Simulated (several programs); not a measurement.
# BaS (zincblende) from semi-empirical methods to plane-wave DFT

BaS in the zincblende structure, relaxed with r2SCAN in Ansatz, was computed with several methods. The symmetry is F-43m (No. 216, cubic); conventional cell a = 7.039 Å, 43.59 Å³ an atom. Around Ba lie 4 S at 3.05 Å; around S lie 4 Ba at 3.05 Å. The cell comes from a prototype generator: it can be a known phase or a hypothetical one. Spin polarisation is off.

```cif
data_structure
_symmetry_space_group_name_H-M 'P 1'
_symmetry_Int_Tables_number 1
_cell_length_a 4.9772
_cell_length_b 4.9772
_cell_length_c 4.9772
_cell_angle_alpha 60.000
_cell_angle_beta 60.000
_cell_angle_gamma 60.000
_cell_volume 87.18
loop_
_atom_site_label
_atom_site_type_symbol
_atom_site_fract_x
_atom_site_fract_y
_atom_site_fract_z
_atom_site_occupancy
Ba1 Ba 0.00000 0.00000 0.00000 1
S1 S 0.25000 0.25000 0.25000 1
```

Gaps and times are for a single point on this cell; volume and bulk modulus come from each method's own relaxation or energy curve at fixed shape. Times are rough, from shared hosts (Arm Neoverse V1; NVIDIA H100 80GB HBM3), and each method has its own mesh and cell size. A dagger marks a closed or tiny gap in a crystal that DFT finds insulating: a failure of the method or a wrong SCF state. PM6 (MOPAC), PM7 (MOPAC), GFN2-xTB (tblite) treat a cluster of cells at its zone centre, which samples few k points: where these miss a band edge, the gap comes out too large for that reason alone. Gaps from k meshes are read at a limited set of points (mesh, symmetry points, PBE's band edges), so each method's own least gap may be somewhat smaller. xTB and the PM methods were fitted mostly to molecules, and can miss a solid's gap by electronvolts. Minimal bases can be far off for gaps. Times of the plane-wave ladder aren't listed, since it ran on unlike processors and cards. GLLB-SC's gap includes the derivative discontinuity. G0W0 is at finite bands, cutoff and mesh. d marks a direct gap, i an indirect one (no mark: not told apart), a dash a value that wasn't computed or didn't pass its checks.

| method | kind | gap (eV) | own volume (Å³/atom) | bulk modulus (GPa) | atoms computed | processor time |
| --- | --- | --- | --- | --- | --- | --- |
| light PBE (260 eV and a coarse mesh) | light plane-wave | 2.74 i | – | – | 2 | 0.73 s |
| PBE | semilocal | 2.75 i | 43.59 | 28 | 2 | – |
| GFN2-xTB (tblite) | tight binding | 0.00† | – | – | cluster | 5.4 s |
| PBE/SZV (CP2K) | small basis | overlap 0.22† | – | – | 2 | 6.7 s |
| r2SCAN | semilocal | 3.07 i | 43.59 | 29 | 2 | – |
| PM7 (MOPAC) | semi-empirical | 3.72 | – | – | cluster | 8.7 s |
| GLLB-SC (GPAW) | model potential | 5.84 | – | – | 2 | 11 s |
| PBE/single zeta (GPAW) | small basis | 2.88 i | – | – | 2 | 13 s |
| PBE/DZVP (CP2K) | small basis | 2.81 i | 44.64 | 29 | 2 | 13 s |
| PM6 (MOPAC) | semi-empirical | 2.26 | – | – | cluster | 13 s |
| G0W0@r2SCAN (180 eV screening cutoff) | many-body | 4.20 | – | – | 2 | – |
| G0W0@PBE (260 eV screening cutoff) | many-body | 4.06 | – | – | 2 | – |

Against r2SCAN (3.07 eV) and with closed or daggered gaps left aside, the nearest gap at the points sampled is that of PBE/single zeta (GPAW) (-0.19 eV) and the farthest that of GLLB-SC (GPAW) (+2.77 eV). r2SCAN is only a yardstick of convenience: semilocal gaps usually lie below measured ones, which GLLB-SC and hybrids aim to mend.

Volumes against r2SCAN's: PBE 0.0 %, PBE/DZVP (CP2K) +2.4 %.

Runs without a result: GFN1-xTB (tblite) (single point).

Spin-orbit coupling is left out.
